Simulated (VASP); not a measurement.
Crystal: CdS (Greenockite).

```
CELL_PARAMETERS angstrom
4.15000 0.00000 0.00000
-2.07500 3.59401 0.00000
0.00000 0.00000 6.73700
ATOMIC_POSITIONS crystal
Cd 0.33333 0.66667 0.00000
Cd 0.66667 0.33333 0.50000
S 0.33333 0.66667 0.37500
S 0.66667 0.33333 0.87500
```

```yaml
Program: VASP 6.6.1
Task: relaxation of cell and atoms
Functional: PBE
Potentials_or_basis: VASP PAW PBE potentials, release 64 (Cd, S)
Cutoff: 600 eV
k_mesh: 9 × 9 × 4
Occupations: gaussian, width 0.03 eV
Spin: no spin polarisation
```

At the start: pressure 2.4 GPa; volume 25.12 Å³/atom.

Where does the relaxation end?

Over 5 steps the energy falls by 7.7 meV/atom and the volume is 26.14 Å³/atom (+4.1 %); space group P6_3mc (No. 186, to 0.05 Å).

The path:
| step | energy change (eV) | largest force (eV/Å) | pressure (GPa) | volume (Å³) |
| --- | --- | --- | --- | --- |
| 1 | 0.0000 | 0.0696 | 2.38 | 100.48 |
| 2 | -0.0279 | 0.0022 | -0.67 | 106.01 |
| 3 | -0.0307 | 0.0149 | -0.01 | 104.66 |
| 4 | -0.0307 | 0.0159 | 0.00 | 104.57 |
| 5 | -0.0308 | 0.0076 | 0.05 | 104.56 |

Final structure:
```yaml
crystal:
  lattice:
    - [4.19975, 0.00000, 0.00000]
    - [-2.09988, 3.63709, 0.00000]
    - [0.00000, 0.00000, 6.84510]
  atoms:
    - { symbol: Cd, position: [0.33333, 0.66667, 0.99952] }
    - { symbol: Cd, position: [0.66667, 0.33333, 0.49952] }
    - { symbol: S, position: [0.33333, 0.66667, 0.37548] }
    - { symbol: S, position: [0.66667, 0.33333, 0.87548] }
```
